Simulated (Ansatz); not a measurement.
Random displacements in C

Method: DFT PBE, scalar-relativistic, plane waves, PAW (Ansatz). The runs took a 420 eV cutoff, a Γ-centred 12×12×4 mesh and Gaussian smearing (0.05 eV). No spin polarisation. Energies are free energies at this smearing, counted from the undisturbed cell; pressure is positive in compression.

Zero of the scan (relaxed at this level):

```yaml
crystal:
  lattice:
    - [2.51802, 0.00000, 0.00000]
    - [-1.25901, 2.18067, 0.00000]
    - [0.00000, 0.00000, 8.30459]
  atoms:
    - { symbol: C, position: [0.00000, 0.00000, 0.09297] }
    - { symbol: C, position: [0.00000, 0.00000, 0.59297] }
    - { symbol: C, position: [0.00000, 0.00000, 0.40703] }
    - { symbol: C, position: [0.00000, 0.00000, 0.90703] }
    - { symbol: C, position: [0.33333, 0.66667, 0.15553] }
    - { symbol: C, position: [0.66667, 0.33333, 0.65553] }
    - { symbol: C, position: [0.33333, 0.66667, 0.34447] }
    - { symbol: C, position: [0.66667, 0.33333, 0.84447] }
```

The atoms are displaced (Å, in the unstrained cell):

```csv
atom,ux,uy,uz
C1,-0.005,0.048,0.015
C2,0.040,-0.007,-0.054
C3,-0.011,-0.028,0.009
C4,0.024,-0.020,0.017
C5,0.042,0.007,-0.011
C6,-0.044,0.020,0.030
C7,-0.044,-0.011,-0.043
C8,-0.004,-0.009,0.038
```

The cell is not strained.

Q: What are the energy change, the stress and the forces?

A: ΔE = 56.2 meV/atom; stress (xx, yy, zz, yz, xz, xy; compression positive) (1.31, 1.77, 1.76, 0.62, -0.68, 0.31) GPa; gap on the mesh 3.50 eV.
```csv
atom,Fx (eV/Å),Fy,Fz
C1,1.44,-1.71,-0.95
C2,-2.25,0.35,3.41
C3,-0.65,0.64,-2.19
C4,-1.07,0.74,0.35
C5,-1.79,1.12,0.68
C6,2.20,-0.63,-1.89
C7,1.52,-0.38,1.86
C8,0.60,-0.13,-1.27
```

Cost: 1 run of about 0.84 core-minutes, on Intel Xeon Processor @ 2.50GHz (Skylake/Cascade Lake) (shared hosts).